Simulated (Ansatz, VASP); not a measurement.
## InP in two plane-wave programs

Aim: how closely do two programs agree when they are given the same cell, functional and k mesh?

Calculated with Ansatz 0.2.0; plane waves, with VASP 6.6.1 beside it; relaxation of cell and atoms at PBE with D3(BJ) and zone-centre phonons at PBE with D3(BJ).

### Step 1. Set-up

The structure is cubic, space group F-43m (No. 216). Conventional cell: a = 5.869 Å, b = 5.869 Å, c = 5.869 Å, α = 90.00°, β = 90.00°, γ = 90.00°. In has 4 P at 2.54 Å nearest. Nearest to P lie 4 In at 2.54 Å. Farther neighbours are not listed.

### Step 2. VASP: relaxation of cell and atoms, PBE with D3(BJ)

The relaxed volume is the usual yardstick between codes: its relative difference is about their pressure difference at one cell divided by the bulk modulus.

Lines of VASP's logs that name or quote its potential files are left out, and so is its time.

The input, INCAR:

```
SYSTEM = InP
PREC = Accurate
ENCUT = 400
EDIFF = 1E-06
NELM = 100
ISMEAR = 0
SIGMA = 0.05
LREAL = .FALSE.
ALGO = Normal
GGA = PE
IVDW = 12
NBANDS = 15
LORBIT = 11
LWAVE = .FALSE.
LCHARG = .FALSE.
KPAR = 2
IBRION = 2
NSW = 60
ISIF = 3
EDIFFG = -0.01
```

The input, POSCAR:

```
InP
1.0
    0.0000000000      2.9343500000      2.9343500000
    2.9343500000      0.0000000000      2.9343500000
    2.9343500000      2.9343500000      0.0000000000
In P
1 1
Direct
    0.0000000000      0.0000000000      0.0000000000
    0.2500000000      0.2500000000      0.2500000000
```

The input, KPOINTS:

```
Automatic mesh
0
Gamma
7 7 7
0 0 0
```

PAW data sets: In_d and P (PBE family, release 64).

Run with:

```console
$ mpirun -np 2 vasp_std
```

Numbers of over 12 decimals in the logs are rounded to 6 here.

The program printed:

```text
[banner, memory and clock lines left out]
running    2 mpi-ranks, on    1 nodes
 distrk:  each k-point on    1 cores,    2 groups
 distr:  one band on    1 cores,    1 groups

 POSCAR found type information on POSCAR InP
 POSCAR found :  2 types and       2 ions
 LDA part: xc-table for (Slater+PW92), standard interpolation
 POSCAR, INCAR and KPOINTS ok, starting setup
 FFT: planning ... GRIDC
 FFT: planning ... GRID_SOFT
 FFT: planning ... GRID
 WAVECAR not read
 entering main loop
       N       E                     dE             d eps       ncg     rms          rms(c)
DAV:   1     0.106788348022E+03    0.10679E+03   -0.73236E+03   600   0.112E+03
DAV:   2    -0.144428123200E+01   -0.10823E+03   -0.10390E+03   635   0.282E+02
DAV:   3    -0.861496590073E+01   -0.71707E+01   -0.71299E+01   817   0.767E+01
DAV:   4    -0.879610515864E+01   -0.18114E+00   -0.18110E+00   726   0.131E+01
DAV:   5    -0.880353188904E+01   -0.74267E-02   -0.74265E-02   918   0.220E+00    0.565E+00
DAV:   6    -0.840863856559E+01    0.39489E+00   -0.64809E-01   929   0.137E+01    0.343E+00
DAV:   7    -0.837987236800E+01    0.28766E-01   -0.17240E-01   844   0.341E+00    0.126E+00
DAV:   8    -0.838025158745E+01   -0.37922E-03   -0.15931E-02   769   0.161E+00    0.344E-01
DAV:   9    -0.838091802833E+01   -0.66644E-03   -0.15324E-03   782   0.462E-01    0.170E-01
DAV:  10    -0.838104457402E+01   -0.12655E-03   -0.23998E-04   934   0.185E-01    0.119E-01
DAV:  11    -0.838111344889E+01   -0.68875E-04   -0.78775E-05   677   0.764E-02    0.244E-02
DAV:  12    -0.838111587669E+01   -0.24278E-05   -0.12814E-05   810   0.550E-02    0.158E-02
DAV:  13    -0.838111615378E+01   -0.27709E-06   -0.10227E-06   496   0.691E-03
   1 F= -.90057089E+01 E0= -.90057089E+01  d E =-.900571E+01
 curvature:   0.00 expect dE= 0.000E+00 dE for cont linesearch  0.000E+00
 trial: gam= 0.00000 g(F)=  0.688E-47 g(S)=  0.437E-02 ort = 0.000E+00 (trialstep = 0.100E+01)
 search vector abs. value=  0.437E-02
 bond charge predicted
       N       E                     dE             d eps       ncg     rms          rms(c)
DAV:   1    -0.844420448780E+01   -0.63089E-01   -0.11957E+00   747   0.223E+01    0.148E+00
DAV:   2    -0.840199739655E+01    0.42207E-01   -0.80087E-02   754   0.652E+00    0.534E-01
DAV:   3    -0.839450483090E+01    0.74926E-02   -0.20948E-02   782   0.313E+00    0.320E-01
DAV:   4    -0.839452058692E+01   -0.15756E-04   -0.11603E-03   628   0.315E-01    0.251E-01
DAV:   5    -0.839434517935E+01    0.17541E-03   -0.12109E-04   679   0.104E-01    0.107E-01
DAV:   6    -0.839431351744E+01    0.31662E-04   -0.52240E-05   886   0.799E-02    0.134E-02
DAV:   7    -0.839431527864E+01   -0.17612E-05   -0.65332E-06   710   0.334E-02    0.434E-03
DAV:   8    -0.839431558255E+01   -0.30391E-06   -0.51140E-07   328   0.142E-02
   2 F= -.90067381E+01 E0= -.90067381E+01  d E =-.102915E-02
 trial-energy change:   -0.001029  1 .order   -0.001033   -0.004372    0.002307
 step:   0.6546(harm=  0.6546)  dis= 0.00000  next Energy=    -9.007140 (dE=-0.143E-02)
 bond charge predicted
       N       E                     dE             d eps       ncg     rms          rms(c)
DAV:   1    -0.839653821681E+01   -0.22229E-02   -0.13952E-01   747   0.740E+00    0.527E-01
DAV:   2    -0.839140145854E+01    0.51368E-02   -0.98705E-03   754   0.238E+00    0.182E-01
DAV:   3    -0.839054242022E+01    0.85904E-03   -0.23367E-03   782   0.106E+00    0.113E-01
DAV:   4    -0.839054553515E+01   -0.31149E-05   -0.12848E-04   614   0.104E-01    0.862E-02
DAV:   5    -0.839053827380E+01    0.72613E-05   -0.14165E-05   727   0.352E-02    0.328E-02
DAV:   6    -0.839054181183E+01   -0.35380E-05   -0.52207E-06   914   0.266E-02    0.535E-03
DAV:   7    -0.839054087066E+01    0.94117E-06   -0.48849E-07   321   0.945E-03
   3 F= -.90071360E+01 E0= -.90071360E+01  d E =-.142701E-02
 curvature:  -0.33 expect dE=-0.292E-06 dE for cont linesearch -0.292E-06
 trial: gam= 0.00000 g(F)=  0.232E-47 g(S)=  0.892E-06 ort =-0.624E-04 (trialstep = 0.931E+00)
 search vector abs. value=  0.892E-06
 reached required accuracy - stopping structural energy minimisation
```

From OUTCAR (step 2):

```text
ion  position               nearest neighbor table
   1  0.000  0.000  0.000-   2 2.54   2 2.54   2 2.54   2 2.54
   2  0.250  0.250  0.250-   1 2.54   1 2.54   1 2.54   1 2.54

  LATTYP: Found a face centered cubic cell.
 ALAT       =     5.8687000000

 Subroutine GETGRP returns: Found 24 space group operations
 (whereof 24 operations were pure point group operations)

The static configuration has the point symmetry T_d .

 Found     20 irreducible k-points:

   k-points           NKPTS =     20   k-points in BZ     NKDIM =     20   number of bands    NBANDS=     15

   dimension x,y,z NGX =    28 NGY =   28 NGZ =   28
   dimension x,y,z NGXF=    56 NGYF=   56 NGZF=   56

   ENCUT  =  400.0 eV  29.40 Ry    5.42 a.u.   6.77  6.77  6.77*2*pi/ulx,y,z

   NELECT =      18.0000    total number of electrons

 k-points in reciprocal lattice and weights: Automatic mesh
   0.00000000  0.00000000  0.00000000       0.003
   0.14285714  0.00000000  0.00000000       0.023
   0.28571429  0.00000000  0.00000000       0.023
   0.42857143  0.00000000  0.00000000       0.023
   0.14285714  0.14285714  0.00000000       0.017
   0.28571429  0.14285714  0.00000000       0.070
   0.42857143  0.14285714  0.00000000       0.070
  -0.42857143  0.14285714  0.00000000       0.070
  -0.28571429  0.14285714  0.00000000       0.070
[...]
-0.42857143  0.42857143  0.14285714       0.070
  -0.28571429  0.42857143  0.14285714       0.070

 Edisp (eV)   -0.61242

 average (electrostatic) potential at core
       1 -95.7954       2 -82.8812

 E-fermi :   5.2601

 k-point     1 :       0.0000    0.0000    0.0000
  band No.  band energies     occupation
    ...
      5      -8.9913      2.00000
      6      -6.3895      2.00000
      7       5.0231      2.00000
      8       5.0231      2.00000
      9       5.0231      2.00000
     10       5.6489      0.00000
     11       9.1130      0.00000
     12       9.1130      0.00000
     13       9.1130      0.00000
     14      13.5311      0.00000
    ...

 k-point     2 :       0.1429    0.0000    0.0000
  band No.  band energies     occupation
    ...
      5      -8.9910      2.00000
      6      -6.1632      2.00000
      7       3.2110      2.00000
      8       4.7943      2.00000
      9       4.7943      2.00000
     10       6.6969      0.00000
     11       9.3396      0.00000
     12       9.4526      0.00000
     13       9.4526      0.00000
     14      13.7260      0.00000
    ...

 k-point     3 :       0.2857    0.0000    0.0000
  band No.  band energies     occupation
    ...
      5      -8.9870      2.00000
      6      -5.5494      2.00000
      7       1.1169      2.00000
      8       4.3809      2.00000
      9       4.3809      2.00000
     10       6.7184      0.00000
     11       9.8602      0.00000
     12       9.8602      0.00000
     13      10.7098      0.00000
     14      13.7493      0.00000
    ...

 Edisp (eV)   -0.61660

  Total      -0.00351    -0.00351    -0.00351     0.00000     0.00000    -0.00000
  in kB      -0.11000    -0.11000    -0.11000     0.00000     0.00000    -0.00000
  external pressure =       -0.11 kB  Pullay stress =        0.00 kB

  energy-cutoff  :      400.00
  volume of cell :       51.12
      direct lattice vectors                 reciprocal lattice vectors
    -0.000000000  2.945738747  2.945738747    -0.169736709  0.169736709  0.169736709
     2.945738747 -0.000000000  2.945738747     0.169736709 -0.169736709  0.169736709
     2.945738747  2.945738747 -0.000000000     0.169736709  0.169736709 -0.169736709

 POSITION                                       TOTAL-FORCE (eV/Angst)
 -----------------------------------------------------------------------------------
      0.00000      0.00000      0.00000        -0.000000     -0.000000     -0.000000
      1.47287      1.47287      1.47287         0.000000      0.000000      0.000000
 -----------------------------------------------------------------------------------
    total drift:                                0.000000      0.000000     -0.000000

  FREE ENERGIE OF THE ION-ELECTRON SYSTEM (eV)
  ---------------------------------------------------
  free  energy   TOTEN  =        -9.0071359577 eV

  energy  without entropy=       -9.0071359577  energy(sigma->0) =       -9.00713596

 reached required accuracy - stopping structural energy minimisation

 total charge
# of ion       s       p       d       tot
------------------------------------------
    1        0.826   0.752   9.898  11.476
    2        1.031   1.489   0.000   2.520
--------------------------------------------------
tot          1.857   2.241   9.898  13.995

[... 3 further parts left out ...]
```

### Step 3. Ansatz: relaxation of cell and atoms, PBE with D3(BJ)

Ansatz runs on its default PAW (the set named soft_2) files.

The same cell, functional, mesh and smearing now go to Ansatz, which takes its cutoff from its data sets.

The input, input.yaml:

```yaml
crystal:
  lattice:
    - [0.0, 2.93435, 2.93435]
    - [2.93435, 0.0, 2.93435]
    - [2.93435, 2.93435, 0.0]
  atoms:
    - { symbol: In, position: [0.0, 0.0, 0.0] }
    - { symbol: P, position: [0.25, 0.25, 0.25] }
hamiltonian:
  xc: pbe
  pseudopotentials: { kind: paw }
  dispersion: d3bj
kpoints:
  mp_grid: { grid: [7, 7, 7] }
scf:
  occupations: { method: gaussian, width: 0.05 }
relax:
  f_tol: 0.01
  max_steps: 60
  cell: { stress_tol: 0.05 }
output:
  forces: true
  stress: true
```

Run with:

```console
$ ansatz run input.yaml --threads 4 --pin off --max-ram 9216MiB --backend cpu --events-out ev --progress --plain --runs-dir out
```

The program printed:

```text
Engine: ansatz 0.2.0, aarch64-unknown-linux-gnu
Pseudopotentials: kind: paw
Pseudopotential: In, paw, valence charge 13, recommended cutoff 420 eV (normal), In.paw.azcp
Pseudopotential: P, paw, valence charge 5, recommended cutoff 420 eV (normal), P.paw.azcp
Functional definition: PBE
  parameter kappa = 0.804
  parameter beta = 0.066725
  exchange = pbe_x(kappa = kappa, mu = beta*pi^2/3)
  correlation = pbe_c(beta = beta)
Crystal: 2 atoms, lattice volume = 50.532 Å³
Basis set: ecut = 420 eV, 965 PW (Γ), exchange–correlation on 60×60×60 points (8 copies of the dense FFT grid, shifted against one another)
Bands: 13, of which v1, the nominal top of the filled ones, is band 9 counted from 1 (8 counted from 0)
Symmetry: 24 space group operations
Space group: F-43m (ITA 216), of the structure as read, at distance tolerance 3.7e-5 Å
k-points: 20 of 343 (time reversal used)
Non-local potential: In, projectors of the file, l = 0: 2, l = 1: 2, l = 2: 2, l = 3: 2
Non-local potential: P, projectors of the file, l = 0: 2, l = 1: 2, l = 2: 2
PAW form: soft (Blöchl's): semilocal exchange-correlation on the pseudo side does not see the compensation charge
PAW one-centre angular grid: In, 590 points (default); XC on 64 Gauss nodes
PAW one-centre angular grid: P, 110 points (default); XC on 64 Gauss nodes
Initial density: superposition of atomic densities (neutral atoms: chi_scale 0, normalization atom), corrected by the library's trained network
Initial wavefunctions: pseudopotential atomic-orbital guess
Functional: x = pbe(κ = 0.804, μ = 0.219515), c = pbe(β = 0.066725)
SCF iter   1: F=—  HF=-6354.609022 eV  |F-HF|=—  |Δ(HF+E_count)|=         —  Δρ=1.89e-3  dr2=3.79e-3  ethr=1.77e-3  ⟨swp⟩=6.3  Hψ=1739  notcnv=0
preconditioner: auto → none  [insulator: Δε(μ)=0.680 eV  Ē_g=14.727 eV  σ=0.050 eV  W_gap=1.00  n_scr=14 (ndim 8)  ℏωp=22.2 eV  f_vac=0.021  D(μ)=0.00/eV (n_scr^D=0)  ε∞_Penn≈3.3]
SCF iter   2: F=—  HF=-6354.606967 eV  |F-HF|=—  |Δ(HF+E_count)|=   2.05e-3  Δρ=1.17e-3  dr2=6.92e-4  ethr=2.11e-5  ⟨swp⟩=2.0  Hψ=647  notcnv=0
SCF iter   3: F=—  HF=-6354.606774 eV  |F-HF|=—  |Δ(HF+E_count)|=   1.93e-4  Δρ=3.54e-4  dr2=6.35e-5  ethr=3.84e-6  ⟨swp⟩=2.1  Hψ=446  notcnv=0
SCF iter   4: F=—  HF=-6354.606818 eV  |F-HF|=—  |Δ(HF+E_count)|=   4.38e-5  Δρ=1.21e-4  dr2=5.63e-6  ethr=3.53e-7  ⟨swp⟩=2.0  Hψ=444  notcnv=0
SCF iter   5: F=—  HF=-6354.606820 eV  |F-HF|=—  |Δ(HF+E_count)|=   1.37e-6  Δρ=6.01e-5  dr2=1.78e-6  ethr=3.13e-8  ⟨swp⟩=2.0  Hψ=454  notcnv=0
SCF iter   6: F=-6354.606819 eV  HF=-6354.606819 eV  |F-HF|=2.70e-8  |Δ(HF+E_count)|=   3.07e-7  Δρ=1.13e-5  dr2=6.00e-8  ethr=5.56e-10  ⟨swp⟩=4.0  Hψ=1092  notcnv=0
SCF 1 converged in 6 iterations: F = -6354.606819 eV  dr2 = 6.00e-8
  greatest PAW one-centre occupation: 0.981 electrons in one spin orbital (limit 2), on the In atom at site 0 (counted from 0), in its partial waves of l = 2
relax step   1: F+E_penalty+E_count = -6354.60681924 eV  Δ(F+E_penalty+E_count) = +0.000e0 eV  max|allowed force component| = 2.405e-16 eV/Å  Δτ_max = 0.0000 Å  P = +0.846 GPa  Ω = 50.532 Å³  (6 SCF iters, dr2 threshold 1.00e-7 eV, accepted)
[...]
relax step   2: F+E_penalty+E_count = -6354.60827966 eV  Δ(F+E_penalty+E_count) = -1.460e-3 eV  max|allowed force component| = 1.156e-16 eV/Å  Δτ_max = 0.0000 Å  P = -0.116 GPa  Ω = 51.263 Å³  energy of the carried Pulay correction = -1.743e-4 eV  (5 SCF iters, dr2 threshold 2.00e-7 eV, accepted)
[...]
relax step   3: F+E_penalty+E_count = -6354.60833402 eV  Δ(F+E_penalty+E_count) = -5.436e-5 eV  max|allowed force component| = 9.946e-17 eV/Å  Δτ_max = 0.0000 Å  P = -0.002 GPa  Ω = 51.173 Å³  energy of the carried Pulay correction = -1.531e-4 eV  (4 SCF iters, dr2 threshold 3.38e-8 eV, accepted)
[...]
relax step   4: F+E_penalty+E_count = -6354.60848624 eV  Δ(F+E_penalty+E_count) = -1.522e-4 eV  max|allowed force component| = 1.087e-16 eV/Å  Δτ_max = 0.0000 Å  P = -0.002 GPa  Ω = 51.173 Å³  stress off target by 2.15e-3 GPa  SCF on the basis re-selected at this cell (its energy is not comparable with the rows above)  (5 SCF iters)
basis re-selected at this cell: Δ(F+E_penalty+E_count) = -1.522e-4 eV, ΔP = +0.000 GPa vs the last step (what re-selecting the basis moved, of the pressure what is left beyond the Pulay correction that the steps carried, after the strain that the cell walked since its last selection, with what the two solves' SCF thresholds leave and, on support functions, any second-order correction that the steps lacked; it is no m [...]
SCF converged after 5 iterations
Free energy (F): -6354.608486 eV
Harris-Foulkes:  -6354.608486 eV  (|F-HF|=4.73e-11)
Internal energy: -6354.608486 eV  (E = F + TS)
E sigma→0 (E₀):  -6354.608486 eV
Fermi energy:    7.104033 eV
--- Per-component energies (eV) ---
  E_band       = -55.128780
  E_kinetic    = 313.264113
  E_local      = -1408.251652  (includes V_loc(G=0)·N_el)
  E_nonlocal   = 401.426895
  E_hartree    = 555.231282
  E_xc         = -276.464419
  E_vxc        = -159.688784  (∫ρ·V_xc dr)
  E_paw        = -4725.206388  (= ΣΔE_a)
  E_vpaw       = -312.342025  (= ΣTr[D̂ρ^β])
  E_aug_tail   = 0.000029  (compensation charges beyond the density's cutoff)
  E_ewald      = -1213.992261
  E_disp       = -0.616085  (pairwise vdW)
  E_smearing   = -0.000000  (= −TS)
  E_closure    = -0.000000  (closes the sum)
  Σ components = -6354.608486   (vs F -6354.608486, Δ=0.00e0)
--- Forces (eV/Å), atoms counted from 1 ---
  atom   1  In     0.00000000    -0.00000000    -0.00000000
  atom   2  P     -0.00000000     0.00000000     0.00000000
  max |Σ_I F_I| component: 6.48e-17 eV/Å
--- Stress (GPa, compression-positive) ---
       -0.002146      -0.000000       0.000000
        0.000000      -0.002146       0.000000
        0.000000       0.000000      -0.002146
  P = ⅓ Tr σ = -0.0021 GPa (-0.021 kbar)
--- Relaxed structure (3 steps of the walk, 3 accepted, 1 SCFs on fresh bases) ---
  F+E_penalty+E_count = -6354.60848624 eV   max|allowed force component| = 1.087e-16 eV/Å   (the final SCF, on the basis selected at the relaxed cell)
  cell:  # Å, volume = 51.1733 Å³
    - [0, 2.946712, 2.946712]
    - [2.946712, 0, 2.946712]
    - [2.946712, 2.946712, 0]
  atoms:
    - { symbol: In, position: [0, 0, 0] }
    - { symbol: P, position: [0.25, 0.25, 0.25] }
```

The job ended after 1.6 s (4 threads of Arm Neoverse V1, shared host; peak memory 0.3 GiB; 5.4 s of CPU time).

### Step 4. Comparison

Known differences besides the potentials themselves: both relaxations stop at a tolerance, which leaves soft axes loose, and VASP keeps its plane-wave basis; the cutoff is 420 eV in Ansatz and 400 eV in VASP; VASP leaves aspherical gradient terms in its spheres out (LASPH is not set), Ansatz keeps them; Ansatz adds a Pulay correction to the stress that steers its cell, VASP none. Total energies have different zeros and are not compared.

Both answers:

| quantity | Ansatz | VASP | difference |
| --- | --- | --- | --- |
| volume (Å³) | 51.17 | 51.12 | +0.10 % |
| edge a after relaxation, in the typed setting (Å) | 4.167 | 4.166 | +0.03 % |

The walks stopped with 0.00 GPa left in Ansatz and -0.01 GPa in VASP; each walk ends within a tolerance, so the volume difference is uncertain by about these residues over the bulk modulus, most in soft cells.

[end of part 1 of 2]

[Lines on the potential files, build, host, timing and source positions are cut from VASP's logs without a mark.]

[Logs are printed without paths, hosts, clocks, repeated set-up lines and the standing remarks that a program may print on its own settings, such as how far it seeks lower states.]

[Hosts, paths, dates, database ids (printed as entryN), source tags and the programs' standing remarks are cut or masked in the printed files.]
